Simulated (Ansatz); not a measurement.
Input and output of a one-shot G0W0 calculation on MgO built on the rocksalt prototype (Ansatz, G0W0@HSE06 with 101 empty bands, a screening cutoff of 180 eV and an 8×8×8 mesh). Cell and atoms come from a relaxation with r2SCAN.

The input:
```yaml
crystal:
  lattice:
    - [0.0, 2.1021674155, 2.1021674155]
    - [2.1021674155, 0.0, 2.1021674155]
    - [2.1021674155, 2.1021674155, 0.0]
  atoms:
    - { symbol: Mg, position: [0.0, 0.0, 0.0] }
    - { symbol: O, position: [0.5, 0.5, 0.5] }
kpoints:
  mp_grid: { grid: [8, 8, 8] }
hamiltonian:
  xc: hse06
scf:
  occupations: { method: fixed }
gw:
  n_empty_bands: 101
  ecut_chi: 180
  qp_bands: [v2, c2]
  qp_kpoints: band_edges
  screening: { model: contour_deformation }
```

**Question.** What wall time did it need on 1 × NVIDIA H100 80GB HBM3 with 2 threads of AMD EPYC 7R13 Processor (Zen 3), on a shared host, load about 4.6 per core, and what peak of host memory did it reach?

**Answer.** About 2.6 min, with a peak of 1.7 GiB.

Main lines of the log:
```
Functional definition: HSE06
Crystal: 2 atoms, lattice volume = 18.579 Å³
Basis set: ecut = 420 eV, 339 PW (Γ)
Bands: 12, of which v1, the nominal top of the filled ones, is band 8 counted from 1 (7 counted from 0)
Symmetry: 48 space group operations
Space group: Fm-3m (ITA 225)
k-points: 29 of 512
[warm-up without exact exchange]
SCF 1 stopped early in 2 iterations: F = -2494.128544 eV  dr2 = 5.30e-6
[exact exchange on]
Exchange kernel: α = 0.2500, screened, ω = 0.2079 Å⁻¹, Wigner–Seitz truncation, v(0) = 1046.5919 eV·Å³, q-mesh 8×8×8
preconditioner: auto → none  [insulator: Δε(μ)=6.507 eV  ℏωp=24.4 eV]
SCF 2 stopped early in 6 iterations: F = -2494.349056 eV  dr2 = 2.35e-6
hybrid outer 1: dexx = +3.386e-3 eV, tail = 3.76e-5 eV
SCF 3 converged in 2 iterations: F = -2494.349022 eV  dr2 = 4.07e-8
hybrid outer 2: dexx = +1.251e-7 eV, tail = 9.92e-8 eV, Δε = 3.76e-3 eV
Free energy (F): -2494.349022 eV
Fermi energy:    6.948353 eV
--- Per-component energies (eV) ---
  E_band       = -338.847512
  E_kinetic    = 256.993888
  E_local      = -1599.285947
  E_nonlocal   = 141.096032
  E_hartree    = 554.093972
  E_xc         = -84.909682
  E_vxc        = -107.812789
  E_exx        = -71.515504
  E_paw        = -399.026311
  E_vpaw       = 5.000818
  E_ewald      = -1291.736425
  E_core_change = -0.061541
--- Band table (eV; the first three rows and the last of 29) ---
  k-point 0: bands = […, -34.5307, -34.5307, -11.8934, 6.9484, 6.9484, 6.9484, 13.4900, 24.7668]
  k-point 1: bands = […, -34.5319, -34.5319, -11.7144, 5.9743, 6.8354, 6.8354, 14.4175, 23.0475]
  k-point 2: bands = […, -34.5347, -34.5347, -11.2512, 4.1438, 6.5748, 6.5748, 15.9344, 21.5577]
  k-point 28: bands = […, -34.5828, -34.5618, -10.1942, 3.7868, 3.7868, 5.0488, 20.6635, 20.6635]
--- G₀W₀: contour deformation, 6 samples at zero and on the imaginary axis and 4 off it, 512 q-points, 101 empty bands' worth ---
    ik  band        ε_KS         Σx   Σc(E_QP)       V_xc       Z   E_QP_lin       E_QP  E_QP is
     0     7      6.9484   -26.4371     3.5956   -22.1417  0.8191     6.2455     6.2486  root
     0     8      6.9484   -26.4371     3.5956   -22.1417  0.8191     6.2455     6.2486  root
     0     9     13.4900    -9.6733    -3.5399   -14.1101  0.8690    14.3899    14.3868  root
     0    10     24.7668    -3.6597    -4.4746    -8.8618  0.8637    25.4977    25.4942  root
     1     7      6.8354   -26.3320     3.6120   -22.0061  0.8188     6.1182     6.1215  root
     1     8      6.8354   -26.3320     3.6120   -22.0061  0.8188     6.1182     6.1215  root
     1     9     14.4175   -10.2967    -3.5429   -14.7945  0.8638    15.3761    15.3723  root
     1    10     23.0475    -3.9742    -4.4636    -9.1440  0.8604    23.7572    23.7537  root
     2     7      6.5748   -26.1016     3.6495   -21.7077  0.8181     5.8268     5.8304  root
     2     8      6.5748   -26.1016     3.6495   -21.7077  0.8181     5.8268     5.8304  root
     2     9     15.9344    -9.6448    -3.7613   -14.3867  0.8611    16.9195    16.9151  root
     2    10     21.5577    -5.9235    -4.4369   -11.2159  0.8533    22.4181    22.4132  root
     3     7      6.3294   -25.8986     3.6843   -21.4439  0.8173     5.5549     5.5589  root
     3     8      6.3294   -25.8986     3.6843   -21.4439  0.8173     5.5549     5.5589  root
     3     9     16.6222    -7.5634    -3.8789   -12.3122  0.8681    17.4957    17.4921  root
     3    10     21.5629    -8.9727    -4.6494   -14.7268  0.8345    22.6770    22.6677  root
     4     7      6.2315   -25.8216     3.6980   -21.3434  0.8170     5.4473     5.4513  root
     4     8      6.2315   -25.8216     3.6980   -21.3434  0.8170     5.4473     5.4513  root
     4     9     16.6865    -6.7817    -3.8812   -11.4810  0.8718    17.5077    17.5046  root
     4    10     21.9076   -10.1941    -4.8227   -16.2248  0.8249    23.1277    23.1157  root
     5     7      6.6965   -26.2252     3.6239   -21.8713  0.8187     5.9632     5.9666  root
     5     8      6.6965   -26.2252     3.6239   -21.8713  0.8187     5.9632     5.9666  root
     5     9     14.7267   -10.5058    -3.5582   -15.0419  0.8619    15.7086    15.7046  root
     5    10     22.4849    -3.4100    -4.3819    -8.4459  0.8658    23.1415    23.1388  root
    10     7      5.8861   -25.4364     3.6823   -20.9390  0.8174     5.0665     5.0711  root
    10     8      6.4910   -26.0202     3.6664   -21.5998  0.8177     5.7333     5.7370  root
    10     9     16.9467    -9.4776    -3.8960   -14.3820  0.8578    17.9602    17.9552  root
    10    10     21.0605    -6.3576    -4.3805   -11.6241  0.8530    21.9515    21.9464  root
    11     7      6.3836   -25.9017     3.6437   -21.4929  0.8183     5.6146     5.6184  root
    11     8      6.7461   -26.2401     3.6307   -21.8844  0.8184     6.0178     6.0211  root
    11     9     15.5560   -10.4816    -3.6703   -15.1658  0.8589    16.5745    16.5699  root
    11    10     21.8014    -4.4032    -4.3718    -9.5058  0.8619    22.5356    22.5322  root
    17     7      5.6657   -25.5873     3.7547   -20.9995  0.8162     4.8277     4.8326  root
    17     8      5.6657   -25.5873     3.7547   -20.9995  0.8162     4.8277     4.8326  root
    17     9     18.3637    -3.7440    -3.9980    -8.3812  0.8779    19.0049    19.0030  root
    17    10     18.7027    -8.7617    -4.1717   -13.9709  0.8605    19.7459    19.7402  root
  […]
```

The rows of the band table are 0: (0, 0, 0) = Γ, 1: (0, 0, 1/8), 2: (0, 0, 1/4), 28: (1/4, -1/2, -1/4).

The points are ik 0 = (0, 0, 0) (Γ), ik 1 = (0, 0, 1/8), ik 2 = (0, 0, 1/4), ik 3 = (0, 0, 3/8), ik 4 = (0, 0, -1/2), ik 5 = (0, 1/8, 1/8), ik 10 = (0, 1/8, -1/4), ik 11 = (0, 1/8, -1/8), ik 17 = (0, 3/8, 3/8), ik 18 = (0, 3/8, -1/2), ik 20 = (0, -1/2, -1/2), ik 24 = (1/8, 3/8, -1/2); band 8 is the last filled one.

G0W0 moves the gap on the mesh from 6.54 eV (HSE06) to 8.14 eV (direct at Γ). Renormalisation factors Z lie between 0.81 and 0.88. No extrapolation in bands, cutoff or mesh was made for G0W0.

No spin polarisation and no zero-point or thermal motion.
